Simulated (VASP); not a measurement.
# AgCl (Fm-3m) in VASP: single point with PBE+D3(BJ)

Aim: the single point of AgCl with PBE+D3(BJ).

All numbers are computed with VASP 6.6.1; they aren't measurements. Logs are shortened: lines on timing, memory, paths and dates and some standing lists are left out, and cuts for length are marked.

**The experiment to reproduce.**

A printed reference work, data compilation reports, for a bulk crystal of AgCl: band gap 3.249 eV (indirect).

The results are compared with them further down.

## (1) The cell of the first run

The structure is cubic, space group Fm-3m (No. 225). Conventional cell: a = 5.511 Å, b = 5.511 Å, c = 5.511 Å, α = 90.00°, β = 90.00°, γ = 90.00°. Within 3.6 Å of Ag (site symmetry m-3m) lie 6 Cl at 2.76 Å. Cl (site symmetry m-3m) has 6 Ag at 2.76 Å within 3.6 Å.

## (2) Single point, PBE+D3(BJ)

File INCAR:

```
SYSTEM = AgCl
PREC = Accurate
ENCUT = 520
EDIFF = 1E-6
ISMEAR = 0
SIGMA = 0.02
LREAL = .FALSE.
LASPH = .TRUE.
NELM = 100
ALGO = Normal
ISIF = 2
LWAVE = .FALSE.
LCHARG = .FALSE.
GGA = PE
IVDW = 12
NBANDS = 16
```

File KPOINTS:

```
regular mesh
0
G
  8 8 8
  0 0 0
```

File POSCAR:

```
AgCl
1.0
    0.0000000000      2.7553297175      2.7553297175
    2.7553297175      0.0000000000      2.7553297175
    2.7553297175      2.7553297175      0.0000000000
Ag Cl
1 1
Direct
    0.5000000000      0.5000000000      0.5000000000
    0.0000000000      0.0000000000      0.0000000000
```

Potentials or basis: VASP PAW PBE potentials, release 64 (Ag, Cl).

Started as:

```console
cat potpaw_PBE.64/Ag/POTCAR potpaw_PBE.64/Cl/POTCAR > POTCAR
mpirun -np 1 vasp_std > vasp.out
```

OUTCAR:

```text
SYSTEM = AgCl
   PREC = Accurate
   ENCUT = 520
   EDIFF = 1E-6
   ISMEAR = 0
   LREAL = .FALSE.
   LASPH = .TRUE.
   NELM = 100
   ISIF = 2
   GGA = PE
   IVDW = 12
 IVDW          = 12

 ion  position               nearest neighbor table
   1  0.500  0.500  0.500-   2 2.76   2 2.76   2 2.76   2 2.76   2 2.76   2 2.76
   2  0.000  0.000  0.000-   1 2.76   1 2.76   1 2.76   1 2.76   1 2.76   1 2.76

  LATTYP: Found a face centered cubic cell.
 ALAT       =     5.5106594350

  Lattice vectors:

 A1 = (   0.0000000000,   2.7553297175,   2.7553297175)
 A2 = (   2.7553297175,   0.0000000000,   2.7553297175)
 A3 = (   2.7553297175,   2.7553297175,   0.0000000000)

Analysis of symmetry for initial positions (statically):
=====================================================================
 Subroutine PRICEL returns:
 Original cell was already a primitive cell.

 Routine SETGRP: Setting up the symmetry group for a
 face centered cubic supercell.

 Subroutine GETGRP returns: Found 48 space group operations
 (whereof 48 operations were pure point group operations)
 out of a pool of 48 trial point group operations.

The static configuration has the point symmetry O_h .

Analysis of symmetry for dynamics (positions and initial velocities):
=====================================================================
 Subroutine PRICEL returns:
 Original cell was already a primitive cell.

 Routine SETGRP: Setting up the symmetry group for a
 face centered cubic supercell.

 Subroutine GETGRP returns: Found 48 space group operations
 (whereof 48 operations were pure point group operations)
 out of a pool of 48 trial point group operations.

The dynamic configuration has the point symmetry O_h .

 Subroutine INISYM returns: Found 48 space group operations
 (whereof 48 operations are pure point group operations),
 and found     1 'primitive' translations

----------------------------------------------------------------------------------------

                                     Primitive cell

  volume of cell :      41.8361

  direct lattice vectors                    reciprocal lattice vectors
     0.000000000  2.755329717  2.755329717    -0.181466485  0.181466485  0.181466485
     2.755329717  0.000000000  2.755329717     0.181466485 -0.181466485  0.181466485
     2.755329717  2.755329717  0.000000000     0.181466485  0.181466485 -0.181466485

  length of vectors
     3.896624655  3.896624655  3.896624655     0.314309173  0.314309173  0.314309173

  position of ions in fractional coordinates (direct lattice)
     0.500000000  0.500000000  0.500000000
     0.000000000  0.000000000  0.000000000

  ion indices of the primitive-cell ions
   primitive index   ion index
                 1           1
                 2           2

----------------------------------------------------------------------------------------

 KPOINTS: regular mesh

Automatic generation of k-mesh.
 Grid dimensions read from file:
 generate k-points for:    8    8    8

 Generating k-lattice:

  Cartesian coordinates                     Fractional coordinates (reciprocal lattice)
    -0.022683311  0.022683311  0.022683311     0.125000000  0.000000000  0.000000000
     0.022683311 -0.022683311  0.022683311     0.000000000  0.125000000  0.000000000
     0.022683311  0.022683311 -0.022683311     0.000000000  0.000000000  0.125000000

  Length of vectors
     0.039288647  0.039288647  0.039288647

  Shift w.r.t. Gamma in fractional coordinates (k-lattice)
     0.000000000  0.000000000  0.000000000

 Subroutine IBZKPT returns following result:
 ===========================================

 Found     29 irreducible k-points:

 Following reciprocal coordinates:
            Coordinates               Weight
  0.000000  0.000000  0.000000      1.000000
  0.125000  0.000000  0.000000      8.000000
  0.250000  0.000000  0.000000      8.000000
  0.375000  0.000000  0.000000      8.000000
  0.500000  0.000000  0.000000      4.000000
  0.125000  0.125000  0.000000      6.000000
[... 16 lines left out ...]
  0.500000  0.250000  0.125000     48.000000
 -0.375000  0.250000  0.125000     24.000000
 [... further k-points ...]
   k-points           NKPTS =     29   k-points in BZ     NKDIM =     29   number of bands    NBANDS=     16
   number of dos      NEDOS =    301   number of ions     NIONS =      2
   total plane-waves  NPLWV =  27000
   dimension x,y,z NGX =    30 NGY =   30 NGZ =   30
   dimension x,y,z NGXF=    60 NGYF=   60 NGZF=   60
   ions per type =               1   1
   NGX,Y,Z   is equivalent  to a cutoff of  12.80, 12.80, 12.80 a.u.
   NGXF,Y,Z  is equivalent  to a cutoff of  25.60, 25.60, 25.60 a.u.
 SYSTEM =  AgCl
   PREC   = accura    normal or accurate (medium, high low for compatibility)
   ISTART =      0    job   : 0-new  1-cont  2-samecut
   ICHARG =      2    charge: 1-file 2-atom 10-const
   ISPIN  =      1    spin polarized calculation?
   LNONCOLLINEAR =      F non collinear calculations
   LSORBIT =      F    spin-orbit coupling
   LASPH  =      T    aspherical Exc in radial PAW
   ENCUT  =  520.0 eV  38.22 Ry    6.18 a.u.   7.25  7.25  7.25*2*pi/ulx,y,z
   NELM   =    100;   NELMIN=  2; NELMDL= -5     # of ELM steps
   EDIFF  = 0.1E-05   stopping-criterion for ELM
   LREAL  =      F    real-space projection
   EDIFFG = 0.1E-04   stopping-criterion for IOM
   NSW    =      0    number of steps for IOM
   IBRION =     -1    ionic relax: 0-MD 1-quasi-New 2-CG
   NFREE  =      0    steps in history (QN), initial steepest desc. (CG)
   ISIF   =      2    stress and relaxation
   ISYM   =      2    0-nonsym 1-usesym 2-fastsym
   POTIM  = 0.5000    time-step for ionic-motion
   TEBEG  =    0.0;   TEEND  =   0.0 temperature during run
   PSTRESS=    0.0 pullay stress
   NELECT =      18.0000    total number of electrons
   NUPDOWN=      -1.0000    fix difference up-down
   EMIN   =  10.00;   EMAX   =-10.00  energy-range for DOS
   EFERMI =   0.00;   METHOD = LEGACY
   ISMEAR =     0;   SIGMA  =   0.02  broadening in eV -4-tet -1-fermi 0-gaus
   EFERMI_NEDOS =   21; number of points for ismear=-14 and -15
   IALGO  =     38    algorithm
   IMIX   =      4    mixing-type and parameters
     AMIX     =   0.40;   BMIX     =  1.00
     AMIX_MAG =   1.60;   BMIX_MAG =  1.00
  volume/ion in A,a.u.               =      20.92       141.16
  Fermi-wavevector in a.u.,A,eV,Ry     =   1.235896  2.335506 20.782084  1.527440
  Thomas-Fermi vector in A             =   2.370527
   LORBIT       =      0    0 simple, 1 ext, 2 COOP (PROOUT), +10 PAW based schemes
   GGA     = PE    functional components
   LHFCALC =     F    Hartree Fock is set to
   AEXX    =    0.0000 exact exchange contribution
   IVDW    =    12    specifies the selected vdW correction
   LEPSILON=     F    determine dielectric tensor
   LRPA    =     F    only Hartree local field effects (RPA)
 non-spin polarized calculation
 Gauss-broadening in eV      SIGMA  =   0.02
  energy-cutoff  :      520.00
  volume of cell :       41.84
 maximum number of plane-waves:      1158
 NGX is ok and might be reduce to    30
   NGX = 15   NGY = 15   NGZ = 15

 number of electron      18.0000005 magnetization

 Free energy of the ion-electron system (eV)
  ---------------------------------------------------
  ext. energy  EPLUGINS =         0.00000000
  ---------------------------------------------------
  free energy    TOTEN  =        -5.38395359 eV

  energy without entropy =       -5.38395359  energy(sigma->0) =       -5.38395359

 E-fermi :   4.2058     XC(G=0): -10.0672

 val. band max:        4.0653710247   @ k =   0.5000   0.0000   0.0000
 cond. band min:       4.9702676322   @ k =   0.0000   0.0000   0.0000
 fundamental gap:      0.9048966076
 Fermi energy:         4.2057963263

 k-point     1 :       0.0000    0.0000    0.0000
  band No.  band energies     occupation
      1     -11.2146      2.00000
      2       1.5467      2.00000
      3       1.5467      2.00000
      4       1.5467      2.00000
      5       1.5888      2.00000
      6       1.5888      2.00000
[... 8 lines left out ...]
     15      17.4980      0.00000
     16      17.4980      0.00000

 k-point     2 :       0.1250    0.0000    0.0000
  band No.  band energies     occupation
      1     -11.1514      2.00000
      2       0.8121      2.00000
      3       0.8739      2.00000
      4       0.8739      2.00000
      5       1.6037      2.00000
      6       1.6037      2.00000
[... 8 lines left out ...]
     15      16.1463      0.00000
     16      16.8578      0.00000

 k-point     3 :       0.2500    0.0000    0.0000
  band No.  band energies     occupation
      1     -10.9923      2.00000
      2      -0.2438      2.00000
      3       0.2846      2.00000
      4       0.2846      2.00000
      5       1.7355      2.00000
      6       1.7355      2.00000
[... 8 lines left out ...]
     15      16.3549      0.00000
     16      16.7376      0.00000

 k-point     4 :       0.3750    0.0000    0.0000
  band No.  band energies     occupation
      1     -10.8225      2.00000
      2      -1.0424      2.00000
      3      -0.0904      2.00000
      4      -0.0904      2.00000
      5       1.8730      2.00000
      6       1.8730      2.00000
[... 8 lines left out ...]
     15      17.2082      0.00000
     16      17.2082      0.00000
[... 324 lines left out ...]
 k-point    22 :       0.3750    0.2500    0.1250
  band No.  band energies     occupation
      1     -10.8953      2.00000
      2      -0.6324      2.00000
      3       0.1998      2.00000
      4       0.5722      2.00000
      5       1.6431      2.00000
      6       1.8570      2.00000
[... 8 lines left out ...]
     15      18.2421      0.00000
     16      19.5591      0.00000

 k-point    23 :       0.5000    0.2500    0.1250
  band No.  band energies     occupation
      1     -10.7744      2.00000
      2      -0.8468      2.00000
      3      -0.1002      2.00000
      4       0.1598      2.00000
      5       1.7693      2.00000
      6       1.9401      2.00000
[... 8 lines left out ...]
     15      18.4629      0.00000
     16      19.3068      0.00000

 k-point    24 :      -0.3750    0.2500    0.1250
  band No.  band energies     occupation
      1     -10.7228      2.00000
      2      -0.9112      2.00000
      3      -0.1511      2.00000
      4      -0.1019      2.00000
      5       1.8634      2.00000
      6       1.9332      2.00000
[... 8 lines left out ...]
     15      17.6212      0.00000
     16      19.0831      0.00000

 [... further k-points ...]

------------------------ aborting loop because EDIFF is reached ----------------------------------------

 Edisp (eV)   -0.67601

 E8    (eV) :    -0.2714

  FORCE on cell =-STRESS in cart. coord.  units (eV):
  Direction    XX          YY          ZZ          XY          YZ          ZX
  --------------------------------------------------------------------------------------
  -------------------------------------------------------------------------------------
  Total      -0.03945    -0.03945    -0.03945     0.00000    -0.00000    -0.00000
  in kB      -1.51068    -1.51068    -1.51068     0.00000    -0.00000    -0.00000
  external pressure =       -1.51 kB  Pullay stress =        0.00 kB

 VOLUME and BASIS-vectors are now :
 -----------------------------------------------------------------------------
  energy-cutoff  :      520.00
  volume of cell :       41.84
      direct lattice vectors                 reciprocal lattice vectors
     0.000000000  2.755329717  2.755329717    -0.181466485  0.181466485  0.181466485
     2.755329717  0.000000000  2.755329717     0.181466485 -0.181466485  0.181466485
     2.755329717  2.755329717  0.000000000     0.181466485  0.181466485 -0.181466485

 POSITION                                       TOTAL-FORCE (eV/Angst)
 -----------------------------------------------------------------------------------
      2.75533      2.75533      2.75533         0.000000      0.000000     -0.000000
      0.00000      0.00000      0.00000        -0.000000     -0.000000      0.000000
 -----------------------------------------------------------------------------------
    total drift:                                0.000000      0.000000      0.000000

  FREE ENERGIE OF THE ION-ELECTRON SYSTEM (eV)
  ---------------------------------------------------
  free  energy   TOTEN  =        -6.0599604975 eV

  energy  without entropy=       -6.0599604975  energy(sigma->0) =       -6.05996050
```

It took 10 s on 1 thread of Intel Xeon 6975P-C (Granite Rapids), shared host; peak memory 0.18 GiB.

Results:

```yaml
Free_energy: -6.0600 eV
Pressure: -0.2 GPa
Band_gap_on_the_k_mesh: 0.90 eV (least direct gap 3.24 eV)
Dispersion_energy_per_atom: -0.338 eV
```

Levels at points of the mesh, in eV from the valence-band top:
| k point | band 5 | band 6 | band 7 | band 8 | band 9 | band 10 | band 11 | band 12 | band 13 | band 14 |
| --- | --- | --- | --- | --- | --- | --- | --- | --- | --- | --- |
| (0.00, 0.00, 0.00) | -2.48 | -2.48 | -2.40 | -2.40 | -2.40 | 0.90 | 10.85 | 10.85 | 10.85 | 12.35 |
| (0.50, 0.00, 0.00) | -2.13 | -2.13 | -1.81 | 0.00 | 0.00 | 4.19 | 6.64 | 7.64 | 7.64 | 13.65 |
| (0.50, 0.50, 0.00) | -2.86 | -2.28 | -2.01 | -2.01 | -1.91 | 2.35 | 8.00 | 8.70 | 11.61 | 11.61 |

## (3) Against experiment

Step 2. Against the measured gap of AgCl, 3.249 eV (indirect; a printed reference work, data compilation), the calculated 0.90 eV is off by -2.34 eV. So large a miss can be the level of theory's own, or it may mean another phase, state or a wrong row. Spin-orbit coupling on Ag is left out. The value is that of PBE+D3(BJ) on a finite k mesh, which can miss the band edges, without temperature or zero-point motion. Semilocal functionals fall short of measured gaps as a rule.
